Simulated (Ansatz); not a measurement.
# TiSe2: stiffness from a series of strains

```xyz
3
Lattice="3.5360 0.0000 0.0000 -1.7680 3.0623 0.0000 0.0000 0.0000 6.0040" Properties=species:S:1:pos:R:3 pbc="T T T"
Ti    0.0000    0.0000    0.0000
Se    0.0000    2.0415    1.5322
Se    1.7680    1.0208    4.4718
```

Atom numbers follow the list: Ti1, Se2, Se3.

The cell is COD entry 1548816, which may be a prediction rather than a measurement; nothing was relaxed.

All numbers below come from DFT, PBE, all-electron LAPW, scalar-relativistic in Ansatz 0.2.0.

Numerical set-up: a Γ-centred 12×12×6 k mesh, Fermi–Dirac smearing of 0.03 eV, basis error target 1 meV/atom, no spin polarisation.

The strain is applied along the Cartesian axes of the cell as listed (the other components stay zero). Fractional coordinates are held (clamped ions).

σ is the change of stress from the unstrained cell, which is at 1.50 GPa; tension is positive, so slopes are stress–strain coefficients at that pressure. In a metal the k mesh adds noise.

Only quantities that a quadratic follows smoothly over the whole series are listed; rougher ones are left out.

| εxx = εyy | σzz (GPa) | σxx (GPa) |
| --- | --- | --- |
| -0.0300 | -4.63 | -6.40 |
| -0.0200 | -2.89 | -4.11 |
| -0.0100 | -1.35 | -1.98 |
| 0.0000 | 0.00 | 0.00 |
| 0.0200 | 2.25 | 3.53 |
| 0.0300 | 3.23 | 5.06 |

Q: Fit the series and read off the stiffness at zero strain.

A: Least-squares fits y = p0 + p1 x + p2 x² to the rows give σzz (GPa): p1 = 130, p2 = -790; σxx (GPa): p1 = 191, p2 = -750. So C13 + C23 = 130 GPa and C11 + C12 = 191 GPa, for these axes.

Q: One run, at εxx = εyy = 0.0100, is withheld. Predict its row.

A: The fits give 1.23, 1.84; the run gave 1.19, 1.84.
